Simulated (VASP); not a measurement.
A run of VASP 6.6.1 is set up as follows.

The input INCAR:

```
ALGO     = Normal         # electronic algorithm
EDIFF    = 1E-6           # SCF threshold, eV
EDIFFG   = -0.04          # ionic threshold
ENCUT    = 600            # plane-wave cutoff, eV
GGA      = PE             # functional
IBRION   = 2              # ionic algorithm
ISIF     = 3              # what is computed and relaxed
ISMEAR   = 0              # smearing method
LASPH    = T              # aspherical terms in the spheres
LCHARG   = F              # write CHGCAR
LREAL    = F              # projectors in reciprocal space
LWAVE    = F              # write WAVECAR
NELM     = 100            # most SCF steps
NSW      = 90             # ionic steps
PREC     = Accurate       # precision mode
SIGMA    = 0.1            # smearing width, eV
```

KPOINTS

```
k-points
0
Gamma
  6 6 4
```

The input POSCAR:

```
Ag
1.0
    3.1692019431      0.0000000000      0.0000000000
   -1.5846009715      2.7446093924      0.0000000000
    0.0000000000      0.0000000000      4.1843556140
Ag
2
Direct
    0.3333333333      0.6666666667      0.7500000000
    0.6666666667      0.3333333333      0.2500000000
```

Potentials or basis: VASP PAW PBE potentials, release 64 (Ag).

The run is started by

```sh
$ cat potpaw_PBE.64/Ag/POTCAR > POTCAR
$ mpirun -np 1 vasp_std > vasp.out
```

What does it give for the band gap on the k mesh?

None (metal or under the smearing width).

Estimate the relaxed volume.

18.04 Å³/atom.

Predict the space group after relaxing (to 0.05 Å).

P6_3/mmc (No. 194).

What does it give for the relaxed cell?

a = 2.971 Å, b = 2.971 Å, c = 4.719 Å, α = 90.00°, β = 90.00°, γ = 120.00°.

Final structure:
```xyz
2
Lattice="2.9715 0.0000 0.0000 -1.4857 2.5734 0.0000 0.0000 0.0000 4.7188" Properties=species:S:1:pos:R:3 pbc="T T T"
Ag    0.0000    1.7156    3.5391
Ag    1.4857    0.8578    1.1797
```

Caveat: the k mesh is coarse (spacing up to 0.38 Å⁻¹), so the values aren't converged.
